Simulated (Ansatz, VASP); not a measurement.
# One calculation of SrO, two programs

File INCAR:

```
  AGGAC = 1.0
  AGGAX = 1.0
  ALDAC = 0.0
  ALDAX = 1.0
  ALGO = Normal
  EDIFF = 1E-6
  ENCUT = 520
  GGA = B5
  ISIF = 2
  ISMEAR = -1
  IVDW = 13
  LASPH = T
  LCHARG = F
  LREAL = F
  LWAVE = F
  NBANDS = 15
  NELM = 100
  PREC = Accurate
  SIGMA = 0.05
  VDW_A1 = 0.44488865
  VDW_A2 = 4.0933009
  VDW_S6 = 1.0
  VDW_S8 = 2.34076671
```

Contents of KPOINTS:

```
k-points
0
Gamma
  9 9 9
```

File POSCAR:

```
SrO
1.0
    0.0000000000      2.5832958595      2.5832958595
    2.5832958595      0.0000000000      2.5832958595
    2.5832958595      2.5832958595      0.0000000000
Sr O
1 1
Direct
    0.5000000000      0.5000000000      0.5000000000
    0.0000000000      0.0000000000      0.0000000000
```

input.yaml

```yaml
crystal:
  lattice:
    - [0.0, 2.5832958595, 2.5832958595]
    - [2.5832958595, 0.0, 2.5832958595]
    - [2.5832958595, 2.5832958595, 0.0]
  atoms:
    - { symbol: Sr, position: [0.5, 0.5, 0.5] }
    - { symbol: O, position: [0.0, 0.0, 0.0] }
hamiltonian:
  xc: blyp
  pseudopotentials: { kind: paw }
  dispersion: d4
kpoints:
  mp_grid: { grid: [9, 9, 9] }
scf:
  occupations: { method: fermi_dirac, width: 0.05 }
output:
  forces: true
  stress: true
  eigenvalues: true
```

Alike in both runs: task single point; functional BLYP; dispersion D4; k mesh 9 × 9 × 9; occupations fermi-dirac, width 0.05 eV; no spin polarisation.

|  | VASP | Ansatz |
| --- | --- | --- |
| version | VASP 6.6.1 | Ansatz 0.2.0 |
| potentials or method | VASP PAW PBE potentials, release 64 (Sr_sv, O) | Ansatz PAW |
| plane-wave cutoff (eV) | 520 | 420 |
| valence electrons in the cell | 16 | 16 |

Ansatz gave:

| Item | Value |
| --- | --- |
| gap on the k mesh at the Fermi level (eV) | 3.51 |
| least direct gap on the mesh (eV) | 3.60 |
| pressure (GPa) | 1.0 |
| dispersion energy (meV/atom) | -305.2 |

**Question.** Which values does VASP return?

**Answer.** gap on the k mesh at the Fermi level (eV): 3.46; least direct gap on the mesh (eV): 3.56; pressure (GPa): 1.6; dispersion energy (meV/atom): -305.1.

Caveats: the PAW data sets were made with another functional, which shifts forces and pressure a little (VASP); an odd mesh through Γ misses points on the zone boundary, where band edges often lie (VASP); odd divisions of the mesh miss points on the zone boundary, where band edges often lie, so the gap on the mesh can be too wide (Ansatz); the pressure holds a Pulay correction of +0.4 GPa for the finite cutoff (Ansatz); the PAW data sets come from PBE, with cores solved anew for the run's functional, which leaves a small shift of forces and pressure (Ansatz).
